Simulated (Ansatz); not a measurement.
Crystal: O.

```
O
1.0
     1.67495    0.96703    3.73200
    -1.67495    0.96703    3.73200
     0.00000   -1.93406    3.73200
O
2
Direct
  0.05461 0.05461 0.05461
  0.94539 0.94539 0.94539
```

The real solid is made of molecules; this cell is a model form.

Base run:

| Item | Value |
| --- | --- |
| Program | Ansatz 0.2.0 |
| Functional | RPBE |
| Potentials or basis | Ansatz PAW |
| Cutoff | 420 eV (not typed: the program's choice for these potentials) |
| k mesh | 9 × 9 × 9 |
| Occupations | gaussian, width 0.05 eV |
| Spin | no spin polarisation |

Its results: band gap on the k mesh none (metal or under the smearing width); pressure -1.3 GPa; largest force 0.004 eV/Å.

Q: The run is repeated on the same cell with these changes: functional from RPBE to r2SCAN; cutoff from 420 eV (not typed: the program's choice for these potentials) to 500 eV (not typed: the program's choice for these potentials); occupations from gaussian, width 0.05 eV to gaussian, width 0.1 eV. What comes out?

A: Band gap on the k mesh none (metal or under the smearing width); pressure -5.5 GPa; largest force 1.129 eV/Å.

Caveats: spin is off for a triplet molecule; the PAW data sets come from PBE, with cores solved anew for the run's functional, which leaves a small shift of forces and pressure; forces of over 1 eV/Å show positions far from the minimum, so gaps and moduli don't describe the material at rest (some runs).
